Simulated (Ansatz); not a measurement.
**SiC: band structure with HSE06**

Crystal: SiC.

```
Si C
1.0
     3.07569    0.00000    0.00000
    -1.53785    2.66363    0.00000
     0.00000    0.00000   10.07065
Si C
4 4
Direct
  0.00000 0.00000 0.18789
  0.00000 0.00000 0.68789
  0.33333 0.66667 0.43784
  0.66667 0.33333 0.93784
  0.00000 0.00000 0.00046
  0.00000 0.00000 0.50046
  0.33333 0.66667 0.24980
  0.66667 0.33333 0.74980
```

The cell is a database's computed one.

* Program: Ansatz 0.2.0
* Task: band structure
* Functional: HSE06
* Potentials or basis: Ansatz PAW
* Cutoff: 420 eV (not typed: the program's choice for these potentials)
* k mesh: 8 × 8 × 2
* Occupations: fermi-dirac, width 0.05 eV
* Spin: no spin polarisation
* Path: [["G", "M", "K", "G", "A", "L", "H", "A"], ["L", "M"], ["K", "H"]]
* Points for each segment of the path: 4

| Property | Result |
| --- | --- |
| Pressure | -0.8 GPa |
| Largest force | 0.012 eV/Å |
| Band gap on the k mesh | 3.14 eV, indirect (least direct gap 4.38 eV) |
| Band gap along the path | 3.14 eV, indirect (least direct gap 4.38 eV) |

Forces on the atoms (eV/Å):
```
Si   0.000  0.000  0.012
Si   0.000  0.000  0.012
Si   0.000  0.000  0.000
Si   0.000  0.000  0.000
C    0.000  0.000 -0.008
C    0.000  0.000 -0.008
C    0.000  0.000 -0.004
C    0.000  0.000 -0.004
```

Stress tensor (GPa, compression positive):
```
-0.68  0.00  0.00
 0.00 -0.68  0.00
 0.00  0.00 -0.90
```

Levels at the corners of the path, in eV from the valence-band top:
```
point  band 13  band 14  band 15  band 16  band 17  band 18  band 19  band 20
    Γ    -0.64    -0.05     0.00     0.00     6.29     6.90     7.58     7.59
    M    -2.59    -2.43    -1.72    -1.24     3.14     3.29     5.29     5.86
    K    -4.35    -3.10    -3.10    -1.83     4.98     4.98     6.33     6.75
    Γ    -0.64    -0.05     0.00     0.00     6.29     6.90     7.58     7.59
    A    -0.23    -0.23    -0.23    -0.23     6.51     6.51     8.06     8.06
    L    -2.69    -2.69    -1.70    -1.70     3.58     3.58     5.27     5.27
    H    -2.99    -2.99    -2.67    -2.67     4.21     4.21     7.93     7.93
    A    -0.23    -0.23    -0.23    -0.23     6.51     6.51     8.06     8.06
    L    -2.69    -2.69    -1.70    -1.70     3.58     3.58     5.27     5.27
    M    -2.59    -2.43    -1.72    -1.24     3.14     3.29     5.29     5.86
    K    -4.35    -3.10    -3.10    -1.83     4.98     4.98     6.33     6.75
    H    -2.99    -2.99    -2.67    -2.67     4.21     4.21     7.93     7.93
```

It took 83 s on 1 × NVIDIA H100 80GB HBM3 with 2 threads of AMD EPYC 7R13 Processor (Zen 3), with other jobs on the host, peak memory 2.5 GiB.

Caveat: the PAW data sets come from PBE, with cores solved anew for the run's functional, which leaves a small shift of forces and pressure; the thresholds are loose for stress.
